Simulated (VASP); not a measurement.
# BN (Qingsongite) (F-43m) in VASP: further runs

The runs below take BN (Qingsongite) through relaxation of cell and atoms, single point, with PBE+D4, PBE+D3(BJ), r2SCAN+rVV10.

Everything below comes from runs of VASP 6.6.1. Logs are shortened: lines on timing, memory, paths and dates and some standing lists are left out, and cuts for length are marked.

**Measured values to compare with.**

A printed reference work, monograph reports, for a bulk crystal of BN at 300 K: band gap 6.4 eV (indirect).

The runs below are set against these values where they give the same quantity.

## 1. The cell of the first run

It takes space group F-43m (No. 216, cubic). Conventional cell: a = 3.615 Å, b = 3.615 Å, c = 3.615 Å, α = 90.00°, β = 90.00°, γ = 90.00°. B (site symmetry -43m) has 4 N at 1.57 Å within 2.1 Å. N (site symmetry -43m) has 4 B at 1.57 Å within 2.1 Å.

## 2. Relaxation of cell and atoms, PBE+D4

The input, INCAR:

```
PREC = Accurate ; ENCUT = 600
EDIFF = 1E-7 ; ISMEAR = 1
SIGMA = 0.02 ; LREAL = False
LASPH = True ; NELM = 80
ALGO = Normal ; ISIF = 3
LWAVE = False ; LCHARG = False
GGA = PE ; IVDW = 13
IBRION = 2 ; NSW = 80
EDIFFG = -0.05
```

The input, KPOINTS:

```
regular mesh
0
Gamma
  9 9 9
```

The input, POSCAR:

```
BN
1.0
    2.5561910000      0.0000000000      0.0000000000
    1.2780955000      2.2137263429      0.0000000000
    1.2780955000      0.7379087810      2.0871212117
B N
1 1
Direct
    0.0000000000      0.0000000000      0.0000000000
    0.2500000000      0.2500000000      0.2500000000
```

Potentials or basis: VASP PAW PBE potentials, release 64 (B, N).

Started as:

```
cat potpaw_PBE.64/B/POTCAR potpaw_PBE.64/N/POTCAR > POTCAR
mpirun -np 1 vasp_std > vasp.out
```

OUTCAR:

```text
PREC = Accurate
   ENCUT = 600
   EDIFF = 1E-7
   ISMEAR = 1
   LREAL = False
   LASPH = True
   NELM = 80
   ISIF = 3
   GGA = PE
   IVDW = 13
   IBRION = 2
   NSW = 80
   EDIFFG = -0.05

 ion  position               nearest neighbor table
   1  0.000  0.000  0.000-   2 1.57   2 1.57   2 1.57   2 1.57
   2  0.250  0.250  0.250-   1 1.57   1 1.57   1 1.57   1 1.57

  LATTYP: Found a face centered cubic cell.
 ALAT       =     3.6149999802

  Lattice vectors:

 A1 = (   2.5561910000,   0.0000000000,   0.0000000000)
 A2 = (   1.2780955000,   2.2137263429,   0.0000000000)
 A3 = (   1.2780955000,   0.7379087810,   2.0871212117)

Analysis of symmetry for initial positions (statically):
=====================================================================
 Subroutine PRICEL returns:
 Original cell was already a primitive cell.

 Routine SETGRP: Setting up the symmetry group for a
 face centered cubic supercell.

 Subroutine GETGRP returns: Found 24 space group operations
 (whereof 24 operations were pure point group operations)
 out of a pool of 48 trial point group operations.

The static configuration has the point symmetry T_d .

Analysis of symmetry for dynamics (positions and initial velocities):
=====================================================================
 Subroutine PRICEL returns:
 Original cell was already a primitive cell.

 Routine SETGRP: Setting up the symmetry group for a
 face centered cubic supercell.

 Subroutine GETGRP returns: Found 24 space group operations
 (whereof 24 operations were pure point group operations)
 out of a pool of 48 trial point group operations.

The dynamic configuration has the point symmetry T_d .

 Subroutine INISYM returns: Found 24 space group operations
 (whereof 24 operations are pure point group operations),
 and found     1 'primitive' translations

----------------------------------------------------------------------------------------

                                     Primitive cell

  volume of cell :      11.8104

  direct lattice vectors                    reciprocal lattice vectors
     2.556191000  0.000000000  0.000000000     0.391207073 -0.225863509 -0.159709619
     1.278095500  2.213726343  0.000000000     0.000000000  0.451727018 -0.159709619
     1.278095500  0.737908781  2.087121212     0.000000000  0.000000000  0.479128857

  length of vectors
     2.556191000  2.556191000  2.556191000     0.479128857  0.479128857  0.479128857

  position of ions in fractional coordinates (direct lattice)
     0.000000000  0.000000000  0.000000000
     0.250000000  0.250000000  0.250000000

  ion indices of the primitive-cell ions
   primitive index   ion index
                 1           1
                 2           2

----------------------------------------------------------------------------------------

 KPOINTS: regular mesh

Automatic generation of k-mesh.
 Grid dimensions read from file:
 generate k-points for:    9    9    9

 Generating k-lattice:

  Cartesian coordinates                     Fractional coordinates (reciprocal lattice)
     0.043467453 -0.025095945 -0.017745513     0.111111111  0.000000000  0.000000000
     0.000000000  0.050191891 -0.017745513     0.000000000  0.111111111  0.000000000
     0.000000000  0.000000000  0.053236540     0.000000000  0.000000000  0.111111111

  Length of vectors
     0.053236540  0.053236540  0.053236540

  Shift w.r.t. Gamma in fractional coordinates (k-lattice)
     0.000000000  0.000000000  0.000000000

 Subroutine IBZKPT returns following result:
 ===========================================

 Found     35 irreducible k-points:

 Following reciprocal coordinates:
            Coordinates               Weight
  0.000000  0.000000  0.000000      1.000000
  0.111111  0.000000  0.000000      8.000000
  0.222222  0.000000  0.000000      8.000000
  0.333333  0.000000  0.000000      8.000000
  0.444444  0.000000  0.000000      8.000000
  0.111111  0.111111  0.000000      6.000000
[... 16 lines left out ...]
 -0.333333  0.333333  0.000000     12.000000
  0.444444  0.444444  0.000000      6.000000
 [... further k-points ...]
   k-points           NKPTS =     35   k-points in BZ     NKDIM =     35   number of bands    NBANDS=      8
   number of dos      NEDOS =    301   number of ions     NIONS =      2
   total plane-waves  NPLWV =   8000
   dimension x,y,z NGX =    20 NGY =   20 NGZ =   20
   dimension x,y,z NGXF=    40 NGYF=   40 NGZF=   40
   ions per type =               1   1
   NGX,Y,Z   is equivalent  to a cutoff of  13.01, 13.01, 13.01 a.u.
   NGXF,Y,Z  is equivalent  to a cutoff of  26.01, 26.01, 26.01 a.u.
 SYSTEM =  unknown system
   PREC   = accura    normal or accurate (medium, high low for compatibility)
   ISTART =      0    job   : 0-new  1-cont  2-samecut
   ICHARG =      2    charge: 1-file 2-atom 10-const
   ISPIN  =      1    spin polarized calculation?
   LNONCOLLINEAR =      F non collinear calculations
   LSORBIT =      F    spin-orbit coupling
   LASPH  =      T    aspherical Exc in radial PAW
   ENCUT  =  600.0 eV  44.10 Ry    6.64 a.u.   5.11  5.11  5.11*2*pi/ulx,y,z
   NELM   =     80;   NELMIN=  2; NELMDL= -5     # of ELM steps
   EDIFF  = 0.1E-06   stopping-criterion for ELM
   LREAL  =      F    real-space projection
   EDIFFG = -.5E-01   stopping-criterion for IOM
   NSW    =     80    number of steps for IOM
   IBRION =      2    ionic relax: 0-MD 1-quasi-New 2-CG
   NFREE  =      1    steps in history (QN), initial steepest desc. (CG)
   ISIF   =      3    stress and relaxation
   ISYM   =      2    0-nonsym 1-usesym 2-fastsym
   POTIM  = 0.5000    time-step for ionic-motion
   TEBEG  =    0.0;   TEEND  =   0.0 temperature during run
   PSTRESS=    0.0 pullay stress
   NELECT =       8.0000    total number of electrons
   NUPDOWN=      -1.0000    fix difference up-down
   EMIN   =  10.00;   EMAX   =-10.00  energy-range for DOS
   EFERMI =   0.00;   METHOD = LEGACY
   ISMEAR =     1;   SIGMA  =   0.02  broadening in eV -4-tet -1-fermi 0-gaus
   EFERMI_NEDOS =   21; number of points for ismear=-14 and -15
   IALGO  =     38    algorithm
   IMIX   =      4    mixing-type and parameters
     AMIX     =   0.40;   BMIX     =  1.00
     AMIX_MAG =   1.60;   BMIX_MAG =  1.00
  volume/ion in A,a.u.               =       5.91        39.85
  Fermi-wavevector in a.u.,A,eV,Ry     =   1.437749  2.716952 28.124920  2.067123
  Thomas-Fermi vector in A             =   2.556793
   LORBIT       =      0    0 simple, 1 ext, 2 COOP (PROOUT), +10 PAW based schemes
   GGA     = PE    functional components
   LHFCALC =     F    Hartree Fock is set to
   AEXX    =    0.0000 exact exchange contribution
   IVDW    =    13    specifies the selected vdW correction
   LEPSILON=     F    determine dielectric tensor
   LRPA    =     F    only Hartree local field effects (RPA)
 conjugate gradient relaxation of ions
 non-spin polarized calculation
 Methfessel and Paxton  Order N= 1 SIGMA  =   0.02
  energy-cutoff  :      600.00
  volume of cell :       11.81
 maximum number of plane-waves:       411
   NGX = 11   NGY = 11   NGZ = 11

--------------------------------------- Ionic step        1  -------------------------------------------

 number of electron       7.9999999 magnetization

 Free energy of the ion-electron system (eV)
  ---------------------------------------------------
  ext. energy  EPLUGINS =         0.00000000
  ---------------------------------------------------
  free energy    TOTEN  =       -17.45336357 eV

  energy without entropy =      -17.45336357  energy(sigma->0) =      -17.45336357

------------------------ aborting loop because EDIFF is reached ----------------------------------------

  DFT-D4 for vdW energy calculation

  Edisp (eV):   -0.47654

  FORCE on cell =-STRESS in cart. coord.  units (eV):
  Direction    XX          YY          ZZ          XY          YZ          ZX
  --------------------------------------------------------------------------------------
  -------------------------------------------------------------------------------------
  Total      -0.19187    -0.19187    -0.19187     0.00000    -0.00000     0.00000
  in kB     -26.02907   -26.02907   -26.02907     0.00000    -0.00000     0.00000
  external pressure =      -26.03 kB  Pullay stress =        0.00 kB

 VOLUME and BASIS-vectors are now :
 -----------------------------------------------------------------------------
  energy-cutoff  :      600.00
  volume of cell :       11.81
      direct lattice vectors                 reciprocal lattice vectors
     2.556191000  0.000000000  0.000000000     0.391207073 -0.225863509 -0.159709619
     1.278095500  2.213726343  0.000000000     0.000000000  0.451727018 -0.159709619
     1.278095500  0.737908781  2.087121212     0.000000000  0.000000000  0.479128857
[... 41 lines left out ...]
 POSITION                                       TOTAL-FORCE (eV/Angst)
 -----------------------------------------------------------------------------------
      3.81654      0.73449      2.07746         0.000000      0.000000      0.000000
      1.27218      0.73449      0.51937        -0.000000     -0.000000     -0.000000
 -----------------------------------------------------------------------------------
    total drift:                                0.000000      0.000000     -0.000000

  FREE ENERGIE OF THE ION-ELECTRON SYSTEM (eV)
  ---------------------------------------------------
  free  energy   TOTEN  =       -17.9298589279 eV

  energy  without entropy=      -17.9298589279  energy(sigma->0) =      -17.92985893

--------------------------------------- Ionic step        3  -------------------------------------------

 number of electron       7.9999999 magnetization

 Free energy of the ion-electron system (eV)
  ---------------------------------------------------
  ext. energy  EPLUGINS =         0.00000000
  ---------------------------------------------------
  free energy    TOTEN  =       -17.45118641 eV

  energy without entropy =      -17.45118641  energy(sigma->0) =      -17.45118641

 E-fermi :   7.5998     XC(G=0): -12.8560

 val. band max:        7.4871655782   @ k =   0.0000   0.0000   0.0000
 cond. band min:      12.1094932497   @ k =   0.4444   0.4444   0.0000
 fundamental gap:      4.6223276714
 Fermi energy:         7.5997865472

 k-point     1 :       0.0000    0.0000    0.0000
  band No.  band energies     occupation
      1     -12.8217      2.00000
      2       7.4872      2.00000
      3       7.4872      2.00000
      4       7.4872      2.00000
      5      16.3395      0.00000
      6      16.3395      0.00000
      7      16.3395      0.00000
      8      17.9489      0.00000

 k-point     2 :       0.1111    0.0000    0.0000
  band No.  band energies     occupation
      1     -12.5202      2.00000
      2       5.9503      2.00000
      3       7.1771      2.00000
      4       7.1771      2.00000
      5      16.6722      0.00000
      6      16.8075      0.00000
      7      16.8075      0.00000
      8      18.8999      0.00000
[... 221 lines left out ...]
 k-point    23 :      -0.3333    0.3333    0.0000
  band No.  band energies     occupation
      1      -7.4336      2.00000
      2      -0.9649      2.00000
      3       0.0720      2.00000
      4       3.9745      2.00000
      5      15.3578      0.00000
      6      21.9840      0.00000
      7      22.1454      0.00000
      8      23.6427      0.00000

 k-point    24 :       0.4444    0.4444    0.0000
  band No.  band energies     occupation
      1      -7.5737      2.00000
      2      -1.0213      2.00000
      3       2.6489      2.00000
      4       2.6489      2.00000
      5      12.1095      0.00000
      6      16.8692      0.00000
      7      25.1942      0.00000
      8      25.1942      0.00000

 [... further k-points ...]

------------------------ aborting loop because EDIFF is reached ----------------------------------------

  DFT-D4 for vdW energy calculation

  Edisp (eV):   -0.47938

  FORCE on cell =-STRESS in cart. coord.  units (eV):
  Direction    XX          YY          ZZ          XY          YZ          ZX
  --------------------------------------------------------------------------------------
  -------------------------------------------------------------------------------------
  Total       0.00042     0.00042     0.00042     0.00000     0.00000    -0.00000
  in kB       0.05801     0.05801     0.05801     0.00000     0.00000    -0.00000
  external pressure =        0.06 kB  Pullay stress =        0.00 kB

 VOLUME and BASIS-vectors are now :
 -----------------------------------------------------------------------------
  energy-cutoff  :      600.00
  volume of cell :       11.73
      direct lattice vectors                 reciprocal lattice vectors
     2.550363606  0.000000000  0.000000000     0.392100953 -0.226379591 -0.160074544
     1.275181803  2.208679672 -0.000000000     0.000000000  0.452759181 -0.160074544
     1.275181803  0.736226557  2.082363165    -0.000000000  0.000000000  0.480223631

 POSITION                                       TOTAL-FORCE (eV/Angst)
 -----------------------------------------------------------------------------------
      0.00000      0.00000     -0.00000        -0.000000      0.000000      0.000000
      1.27518      0.73623      0.52059         0.000000     -0.000000     -0.000000
 -----------------------------------------------------------------------------------
    total drift:                                0.000000      0.000000     -0.000000

  FREE ENERGIE OF THE ION-ELECTRON SYSTEM (eV)
  ---------------------------------------------------
  free  energy   TOTEN  =       -17.9305703174 eV

  energy  without entropy=      -17.9305703174  energy(sigma->0) =      -17.93057032

 reached required accuracy - stopping structural energy minimisation
```

Wall time 16 s (1 thread of Intel Xeon Platinum 8259CL at 2.50GHz (Skylake/Cascade Lake), shared host); peak memory 0.12 GiB.

What came out:

```yaml
Free_energy: -17.9306 eV
Relaxed_volume: 5.86 Å³/atom
Relaxed_cell: a = 2.550 Å, b = 2.550 Å, c = 2.550 Å, α = 60.00°, β = 60.00°, γ = 60.00°
Space_group_after_relaxing_to_0.05_Å: F-43m (No. 216)
Energy_gained_by_relaxing: 0.3 meV/atom
Ionic_steps: 3
Pressure_after_relaxing: 0.0 GPa
Band_gap_on_the_k_mesh: 4.62 eV, indirect (least direct gap 8.85 eV)
Dispersion_energy_per_atom: -0.240 eV
```

Step by step:
```csv
step,energy change (eV),largest force (eV/Å),pressure (GPa),volume (Å³)
1,0.0000,0.0000,-2.60,11.81
2,0.0000,0.0000,2.77,11.65
3,-0.0007,0.0000,0.01,11.73
```

Final structure:
```
B N
1.0
     2.55036    0.00000    0.00000
     1.27518    2.20868    0.00000
     1.27518    0.73623    2.08236
B N
1 1
Direct
  0.00000 0.00000 0.00000
  0.25000 0.25000 0.25000
```

(Continued in part 2 of 2.)
